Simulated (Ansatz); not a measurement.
# CdS: biaxial against axial strain

This session takes CdS and sets out to map the energy over biaxial and axial strain.

The COD entry's cell or inner coordinates are ideal or old and differ from later refinements, so a difference from it is no clean test against experiment.

Computed with Ansatz 0.2.0 (DFT r2SCAN, scalar-relativistic, plane waves, PAW, unless a step's input says otherwise).

1 further run of the same task is left out (set aside as unsound or not needed).

### Step 1. The starting structure

Symmetry: F-43m, No. 216, cubic system. Conventional cell: a = 5.820 Å, b = 5.820 Å, c = 5.820 Å, α = 90.00°, β = 90.00°, γ = 90.00°. Around Cd (site symmetry -43m) lie 4 S at 2.52 Å. S (site symmetry -43m) is surrounded by 4 Cd at 2.52 Å.

Coordinates:

```
CELL_PARAMETERS angstrom
0.00000 2.91000 2.91000
2.91000 0.00000 2.91000
2.91000 2.91000 0.00000
ATOMIC_POSITIONS crystal
Cd 0.00000 0.00000 0.00000
S 0.75000 0.75000 0.75000
```

No relaxation comes first: the listed cell is the starting point.

### Step 2. The reference cell

Reference values: F = -9175.6016 eV; pressure 1.92 GPa; largest force 0.000 eV/Å; gap on the mesh 1.61 eV. It was computed beforehand with the settings of the runs below.

### Step 3. Next: biaxial against axial strain

The cell is strained by p along both x and y and by q along z, with fractional coordinates fixed.

### Step 4. At p = -0.080, q = -0.080

Contents of input.yaml:

```yaml
crystal:
  lattice:
    - [0.0, 2.6772, 2.6772]
    - [2.6772, 0.0, 2.6772]
    - [2.6772, 2.6772, 0.0]
  atoms:
    - { symbol: Cd, position: [0.0, 0.0, 0.0] }
    - { symbol: S, position: [0.75, 0.75, 0.75] }
basis:
  ecutwfc: 500
kpoints:
  mp_grid: { grid: [8, 8, 8] }
hamiltonian:
  xc: r2scan
scf:
  occupations: { method: gaussian, width: 0.05 }
output:
  forces: true
  stress: true
  eigenvalues: true
```

### Step 5. p = -0.080, q = 0.000

input.yaml: that of step 4 with these lines changed.

```diff
@@ -2,4 +2,4 @@
   lattice:
-    - [0.0, 2.6772, 2.6772]
-    - [2.6772, 0.0, 2.6772]
+    - [0.0, 2.6772, 2.91]
+    - [2.6772, 0.0, 2.91]
     - [2.6772, 2.6772, 0.0]
```

### Step 6. Point p = -0.080, q = 0.080

input.yaml: that of step 5 with these lines changed.

```diff
@@ -2,4 +2,4 @@
   lattice:
-    - [0.0, 2.6772, 2.91]
-    - [2.6772, 0.0, 2.91]
+    - [0.0, 2.6772, 3.1428]
+    - [2.6772, 0.0, 3.1428]
     - [2.6772, 2.6772, 0.0]
```

### Step 7. p = 0.000, q = -0.080

input.yaml: that of step 6 with these lines changed.

```diff
@@ -2,5 +2,5 @@
   lattice:
-    - [0.0, 2.6772, 3.1428]
-    - [2.6772, 0.0, 3.1428]
-    - [2.6772, 2.6772, 0.0]
+    - [0.0, 2.91, 2.6772]
+    - [2.91, 0.0, 2.6772]
+    - [2.91, 2.91, 0.0]
   atoms:
```

### Step 8. At p = 0.000, q = 0.080

input.yaml: that of step 7 with these lines changed.

```diff
@@ -2,4 +2,4 @@
   lattice:
-    - [0.0, 2.91, 2.6772]
-    - [2.91, 0.0, 2.6772]
+    - [0.0, 2.91, 3.1428]
+    - [2.91, 0.0, 3.1428]
     - [2.91, 2.91, 0.0]
```

### Step 9. p = 0.080, q = -0.080

input.yaml: that of step 8 with these lines changed.

```diff
@@ -2,5 +2,5 @@
   lattice:
-    - [0.0, 2.91, 3.1428]
-    - [2.91, 0.0, 3.1428]
-    - [2.91, 2.91, 0.0]
+    - [0.0, 3.1428, 2.6772]
+    - [3.1428, 0.0, 2.6772]
+    - [3.1428, 3.1428, 0.0]
   atoms:
```

### Step 10. p = 0.080, q = 0.000

input.yaml: that of step 9 with these lines changed.

```diff
@@ -2,4 +2,4 @@
   lattice:
-    - [0.0, 3.1428, 2.6772]
-    - [3.1428, 0.0, 2.6772]
+    - [0.0, 3.1428, 2.91]
+    - [3.1428, 0.0, 2.91]
     - [3.1428, 3.1428, 0.0]
```

(Steps that only read results are left out.)

**Question.** What will these runs give? Wanted: highest point; lowest point away from the origin.

**Answer**, as computed:

```
                         quantity                                        value
                    highest point  469.6 meV/atom at (p, q) = (-0.080, -0.080)
lowest point away from the origin              13.8 meV/atom at (0.000, 0.080)
```

In words: No computed point lies below the origin. The gap on the mesh runs from 1.11 to 2.09 eV over the map.
